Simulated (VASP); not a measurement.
# Nb (Fm-3m) in VASP: a series of runs

Runs on Nb. Level: PBE. Tasks: relaxation of cell and atoms, single point.

Everything below comes from runs of VASP 6.6.1. Logs are shortened: lines on timing, memory, paths and dates and some standing lists are left out, and cuts for length are marked.

## Step 1: Starting point

It takes space group Fm-3m (No. 225, cubic). Conventional cell: a = 4.230 Å, b = 4.230 Å, c = 4.230 Å, α = 90.00°, β = 90.00°, γ = 90.00°. Around Nb (site symmetry m-3m) lie 12 Nb at 2.99 Å.

This isn't the form of Nb at room conditions, which is bcc.

## Step 2: Relaxation of cell and atoms, PBE

INCAR reads:

```
PREC     = Accurate       # precision mode
ENCUT    = 600            # plane-wave cutoff, eV
EDIFF    = 1E-7           # SCF threshold, eV
ISMEAR   = 0              # smearing method
SIGMA    = 0.1            # smearing width, eV
LREAL    = F              # projectors in reciprocal space
LASPH    = T              # aspherical terms in the spheres
NELM     = 100            # most SCF steps
ALGO     = Fast           # electronic algorithm
ISIF     = 3              # what is computed and relaxed
LWAVE    = F              # write WAVECAR
LCHARG   = F              # write CHGCAR
GGA      = PE             # functional
IBRION   = 2              # ionic algorithm
NSW      = 100            # ionic steps
EDIFFG   = -0.005         # ionic threshold
```

KPOINTS reads:

```
regular mesh
0
Gamma
  18 18 18
```

POSCAR reads:

```
Nb
1.0
    0.0000000000      2.1150000000      2.1150000000
    2.1150000000      0.0000000000      2.1150000000
    2.1150000000      2.1150000000      0.0000000000
Nb
1
Direct
    0.0000000000      0.0000000000      0.0000000000
```

Potentials or basis: VASP PAW PBE potentials, release 64 (Nb_sv).

The run is started by

```console
> cat potpaw_PBE.64/Nb_sv/POTCAR > POTCAR
> mpirun -np 1 vasp_std > vasp.out
```

OUTCAR:

```text
PREC = Accurate
   ENCUT = 600
   EDIFF = 1E-7
   ISMEAR = 0
   LREAL = F
   LASPH = T
   NELM = 100
   ISIF = 3
   GGA = PE
   IBRION = 2
   NSW = 100
   EDIFFG = -0.005

 ion  position               nearest neighbor table
   1  0.000  0.000  0.000-

  LATTYP: Found a face centered cubic cell.
 ALAT       =     4.2300000000

  Lattice vectors:

 A1 = (   0.0000000000,   2.1150000000,   2.1150000000)
 A2 = (   2.1150000000,   0.0000000000,   2.1150000000)
 A3 = (   2.1150000000,   2.1150000000,   0.0000000000)

Analysis of symmetry for initial positions (statically):
=====================================================================
 Subroutine PRICEL returns:
 Original cell was already a primitive cell.

 Routine SETGRP: Setting up the symmetry group for a
 face centered cubic supercell.

 Subroutine GETGRP returns: Found 48 space group operations
 (whereof 48 operations were pure point group operations)
 out of a pool of 48 trial point group operations.

The static configuration has the point symmetry O_h .

Analysis of symmetry for dynamics (positions and initial velocities):
=====================================================================
 Subroutine PRICEL returns:
 Original cell was already a primitive cell.

 Routine SETGRP: Setting up the symmetry group for a
 face centered cubic supercell.

 Subroutine GETGRP returns: Found 48 space group operations
 (whereof 48 operations were pure point group operations)
 out of a pool of 48 trial point group operations.

The dynamic configuration has the point symmetry O_h .

 Subroutine INISYM returns: Found 48 space group operations
 (whereof 48 operations are pure point group operations),
 and found     1 'primitive' translations

----------------------------------------------------------------------------------------

                                     Primitive cell

  volume of cell :      18.9217

  direct lattice vectors                    reciprocal lattice vectors
     0.000000000  2.115000000  2.115000000    -0.236406619  0.236406619  0.236406619
     2.115000000  0.000000000  2.115000000     0.236406619 -0.236406619  0.236406619
     2.115000000  2.115000000  0.000000000     0.236406619  0.236406619 -0.236406619

  length of vectors
     2.991061684  2.991061684  2.991061684     0.409468276  0.409468276  0.409468276

  position of ions in fractional coordinates (direct lattice)
[... 91 lines left out ...]
   EFERMI =   0.00;   METHOD = LEGACY
   ISMEAR =     0;   SIGMA  =   0.10  broadening in eV -4-tet -1-fermi 0-gaus
   EFERMI_NEDOS =   21; number of points for ismear=-14 and -15
   IALGO  =     68    algorithm
   IMIX   =      4    mixing-type and parameters
     AMIX     =   0.40;   BMIX     =  1.00
     AMIX_MAG =   1.60;   BMIX_MAG =  1.00
  volume/ion in A,a.u.               =      18.92       127.69
  Fermi-wavevector in a.u.,A,eV,Ry     =   1.444560  2.729823 28.392005  2.086754
  Thomas-Fermi vector in A             =   2.562841
   LORBIT       =      0    0 simple, 1 ext, 2 COOP (PROOUT), +10 PAW based schemes
   GGA     = PE    functional components
   LHFCALC =     F    Hartree Fock is set to
   AEXX    =    0.0000 exact exchange contribution
   IVDW    =     0    specifies the selected vdW correction
   LEPSILON=     F    determine dielectric tensor
   LRPA    =     F    only Hartree local field effects (RPA)
 conjugate gradient relaxation of ions
 non-spin polarized calculation
 RMM-DIIS sequential band-by-band and
 Gauss-broadening in eV      SIGMA  =   0.10
  energy-cutoff  :      600.00
  volume of cell :       18.92
 maximum number of plane-waves:       646
   NGX = 11   NGY = 11   NGZ = 11

--------------------------------------- Ionic step        1  -------------------------------------------

 number of electron      13.0000001 magnetization

 Free energy of the ion-electron system (eV)
  ---------------------------------------------------
  ext. energy  EPLUGINS =         0.00000000
  ---------------------------------------------------
  free energy    TOTEN  =        -9.89684229 eV

  energy without entropy =       -9.89011230  energy(sigma->0) =       -9.89347730

------------------------ aborting loop because EDIFF is reached ----------------------------------------

  FORCE on cell =-STRESS in cart. coord.  units (eV):
  Direction    XX          YY          ZZ          XY          YZ          ZX
  --------------------------------------------------------------------------------------
  -------------------------------------------------------------------------------------
  Total       -0.1958389     -0.1958389     -0.1958389      0.0000000     -0.0000000      0.0000000
  in kB      -16.5824409    -16.5824409    -16.5824409      0.0000000     -0.0000000      0.0000000
  external PRESSURE =     -16.5824409 kB  Pullay stress =       0.0000000 kB
[... 57 lines left out ...]
--------------------------------------- Ionic step        3  -------------------------------------------

 number of electron      13.0000001 magnetization

 Free energy of the ion-electron system (eV)
  ---------------------------------------------------
  ext. energy  EPLUGINS =         0.00000000
  ---------------------------------------------------
  free energy    TOTEN  =        -9.89785533 eV

  energy without entropy =       -9.89119648  energy(sigma->0) =       -9.89452590

 E-fermi :  11.0009     XC(G=0): -12.3031

 val. band max:       10.9739285207   @ k =   0.4444   0.3333   0.1111
 cond. band min:      11.0041899206   @ k =   0.0556   0.0000   0.0000
 fundamental gap:      0.0302613999
 Fermi energy:        11.0008773341

 k-point     1 :       0.0000    0.0000    0.0000
  band No.  band energies     occupation
      1     -43.8006      2.00000
      2     -19.1840      2.00000
      3     -19.1840      2.00000
      4     -19.1840      2.00000
      5       4.7623      2.00000
      6      11.0955      0.18096
      7      11.0955      0.18096
      8      11.0955      0.18096
      9      13.6962      0.00000
     10      13.6962      0.00000
[... 287 lines left out ...]
 k-point    24 :      -0.2222    0.0556    0.0000
  band No.  band energies     occupation
      1     -43.7059      2.00000
      2     -19.7702      2.00000
      3     -19.2979      2.00000
      4     -19.2449      2.00000
      5       6.5741      2.00000
      6      10.1987      2.00000
      7      11.4447      0.00000
      8      11.5648      0.00000
      9      13.2943      0.00000
     10      14.1442      0.00000

 [... further k-points ...]
[... 5 lines left out ...]
  --------------------------------------------------------------------------------------
  -------------------------------------------------------------------------------------
  Total        0.0021754      0.0021754      0.0021754     -0.0000000      0.0000000      0.0000000
  in kB        0.1860980      0.1860980      0.1860980     -0.0000000      0.0000000      0.0000000
  external PRESSURE =       0.1860980 kB  Pullay stress =       0.0000000 kB
[... 16 lines left out ...]
  FREE ENERGIE OF THE ION-ELECTRON SYSTEM (eV)
  ---------------------------------------------------
  free  energy   TOTEN  =        -9.8978553296 eV

  energy  without entropy=       -9.8911964795  energy(sigma->0) =       -9.89452590

 reached required accuracy - stopping structural energy minimisation
```

Run time: 2 min. Hardware: 1 thread of AMD EPYC 9R45 (Zen 5), shared host; peak memory 0.15 GiB.

Results:

```
Free energy                            : -9.8979 eV
Relaxed volume                         : 18.73 Å³/atom
Relaxed cell                           : a = 2.981 Å, b = 2.981 Å, c = 2.981 Å, α = 60.00°, β = 60.00°, γ = 60.00°
Space group after relaxing (to 0.05 Å) : Fm-3m (No. 225)
Energy gained by relaxing              : 1.0 meV/atom
Ionic steps                            : 3
Pressure after relaxing                : 0.0 GPa
Band gap on the k mesh                 : none (metal or under the smearing width)
```

The path:
```csv
step,energy change (eV),largest force (eV/Å),pressure (GPa),volume (Å³)
1,0.0000,0.0000,-1.66,18.92
2,0.0022,0.0000,3.10,18.39
3,-0.0010,0.0000,0.02,18.73
```

Final structure:
```yaml
crystal:
  lattice:
    - [0.00000, 2.10779, 2.10779]
    - [2.10779, 0.00000, 2.10779]
    - [2.10779, 2.10779, 0.00000]
  atoms:
    - { symbol: Nb, position: [0.00000, 0.00000, 0.00000] }
```

## Step 3: Single point, PBE

This run uses another cell than the first one, of 18.77 Å³/atom, 0.992 times its volume.

INCAR reads:

```
PREC = Accurate ; ENCUT = 520
EDIFF = 1E-6 ; ISMEAR = 0
SIGMA = 0.1 ; LREAL = False
LASPH = True ; NELM = 100
ALGO = Normal ; ISIF = 2
LWAVE = False ; LCHARG = True
GGA = PE ; LELF = True
LVHAR = True ; NBANDS = 12
```

KPOINTS reads:

```
Automatic mesh
0
Gamma
  18 18 18
```

POSCAR reads:

```
Nb
1.0
    0.0000000000      2.1092289315      2.1092289315
    2.1092289315      0.0000000000      2.1092289315
    2.1092289315      2.1092289315      0.0000000000
Nb
1
Direct
    0.0000000000      0.0000000000      0.0000000000
```

Potentials or basis: VASP PAW PBE potentials, release 64 (Nb_sv).

The run is started by

```console
> cat potpaw_PBE.64/Nb_sv/POTCAR > POTCAR
> mpirun -np 1 vasp_std > vasp.out
```

Run time: 20 s. Hardware: 1 thread of AMD EPYC 9R45 (Zen 5), shared host; peak memory 0.14 GiB.

Results (log left out):

- Free energy: -9.8978 eV
- Pressure: -0.3 GPa
- Band gap on the k mesh: none (metal or under the smearing width)

Levels at points of the mesh, in eV from the Fermi level:
```tsv
k point	band 2	band 3	band 4	band 5	band 6	band 7	band 8	band 9	band 10	band 11
(0.00, 0.00, 0.00)	-30.19	-30.19	-30.19	-6.23	0.10	0.10	0.10	2.69	2.69	11.81
(0.50, 0.00, 0.00)	-31.38	-30.34	-30.34	-3.84	-0.09	-0.09	1.36	4.65	4.65	10.44
(0.50, 0.50, 0.00)	-31.30	-30.61	-30.61	-4.06	-3.32	3.58	4.63	5.21	5.21	11.25
```

## Step 4: Single point, PBE

This run uses another cell than the first one, of 20.64 Å³/atom, 1.091 times its volume.

INCAR reads:

```
PREC     = Accurate       # precision mode
ENCUT    = 520            # plane-wave cutoff, eV
EDIFF    = 1E-6           # SCF threshold, eV
ISMEAR   = 0              # smearing method
SIGMA    = 0.1            # smearing width, eV
LREAL    = False          # projectors in reciprocal space
LASPH    = True           # aspherical terms in the spheres
NELM     = 100            # most SCF steps
ALGO     = Normal         # electronic algorithm
ISIF     = 2              # what is computed and relaxed
LWAVE    = False          # write WAVECAR
LCHARG   = False          # write CHGCAR
GGA      = PE             # functional
NBANDS   = 12             # bands
```

KPOINTS is that of step 3.

POSCAR reads:

```
Nb
1.0
    0.0000000000      2.1773150849      2.1773150849
    2.1773150849      0.0000000000      2.1773150849
    2.1773150849      2.1773150849      0.0000000000
Nb
1
Direct
    0.0000000000      0.0000000000      0.0000000000
```

The run is started by

```console
> cat potpaw_PBE.64/Nb_sv/POTCAR > POTCAR
> mpirun -np 1 vasp_std > vasp.out
```

Run time: 20 s. Hardware: 1 thread of AMD EPYC 9R45 (Zen 5), shared host; peak memory 0.14 GiB.

It converged, with:

- Free energy: -9.8126 eV
- Pressure: -13.4 GPa
- Band gap on the k mesh: none (metal or under the smearing width)

Levels at points of the mesh, in eV from the Fermi level:
| k point | band 3 | band 4 | band 5 | band 6 | band 7 | band 8 | band 9 | band 10 |
| --- | --- | --- | --- | --- | --- | --- | --- | --- |
| (0.00, 0.00, 0.00) | -30.47 | -30.47 | -5.97 | 0.15 | 0.15 | 0.15 | 2.41 | 2.41 |
| (0.50, 0.00, 0.00) | -30.58 | -30.58 | -3.49 | 0.00 | 0.00 | 1.07 | 4.11 | 4.11 |
| (0.50, 0.50, 0.00) | -30.78 | -30.78 | -3.56 | -2.88 | 3.08 | 4.09 | 4.59 | 4.59 |

## Step 5: The runs side by side

```csv
task,cell,cutoff (eV),gap on the mesh (eV),pressure (GPa)
relaxation of cell and atoms,relaxed,600,none,0.0
single point,"Fm-3m, 18.77 Å³/atom",520,none,-0.3
single point,"Fm-3m, 20.64 Å³/atom",520,none,-13.4
```

Alike in all rows: level PBE; potentials or basis VASP PAW PBE potentials, release 64 (Nb_sv); no spin polarisation; k mesh 18 × 18 × 18; smearing gaussian 0.1 eV.

Total energies depend on the potentials used, so only differences within one code and one set of settings carry meaning.
